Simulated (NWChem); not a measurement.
# Ge in NWChem: convergence with k mesh

Input of the first run (k mesh 1 × 1 × 1); the others differ in this setting and in those tied to it:

ge.nw

```
start ge
title "Ge converge"
memory 1800 mb
geometry units angstrom nocenter noautosym noautoz print
  system crystal
    lattice_vectors
        -2.5744897190    2.5744897190    1.3974126432
         2.5744897190   -2.5744897190    1.3974126432
         2.5744897190    2.5744897190   -1.3974126432
  end
  Ge  0.4789340000  0.4743510000 -0.0067190000
  Ge  0.2450430000 -0.2574790000 -0.4930870000
end
nwpw
  simulation_cell
    ngrid 24 24 24
  end
  xc pbe96
  cutoff 20.0
  ewald_ncut 8
  ewald_rcut 3.0
  pseudopotentials
    Ge library TM
  end
  monkhorst-pack 1 1 1
  smear 0.0018375 fermi orbitals 5
  scf pulay alpha 0.5 iterations 5 outer_iterations 1
  loop 10 10
  tolerances 1e-08 1e-08
end
set includestress .true.
task band gradient
```

Potentials or basis: NWChem's TM library (Troullier-Martins).

Launch:

```bash
$ nwchem ge.nw > ge.out
```

The cell isn't the ideal one: atoms moved at random.

This isn't the form of Ge at room conditions, which is diamond.

Hardware: 1 thread of Arm Neoverse V2, with other jobs on the host.

```csv
k mesh,"energy less the tightest run, at zero smearing (meV/atom)",pressure (GPa),largest force (eV/Å),SCF cycles,CPU time (s),peak memory (GiB)
1 × 1 × 1,-239.10,3.36,0.612,12,2.2,0.07
2 × 2 × 2,-181.08,-6.61,0.361,13,12,0.09
3 × 3 × 3,167.32,-16.25,0.121,17,22,0.1
4 × 4 × 4,27.19,-14.20,0.154,14,54,0.17
5 × 5 × 5,-7.04,-13.17,0.084,16,110,0.24
6 × 6 × 6,-1.36,-14.10,0.114,15,210,0.38
7 × 7 × 7,-31.23,-14.35,0.082,14,360,0.55
8 × 8 × 8,0.00,-14.00,0.129,14,650,0.79
9 × 9 × 9,refused,-,-,-,-,-
10 × 10 × 10,refused,-,-,-,-,-
```

Not settled before the last step: the energy (to 1 meV/atom), the pressure (to 0.1 GPa), the largest force (to 0.005 eV/Å). Meshes of other sizes hit other points, so gaps and Fermi surfaces needn't settle smoothly. The tightest run that finished is the yardstick and may itself not be fully converged.

Caveat, for the tightest run too: potentials of this library can shift pressures by several GPa and gaps by up to half an eV, enough to turn an indirect gap into a direct one; without spin the log's total energy holds half of the entropy term, while the free energy listed holds all of it.
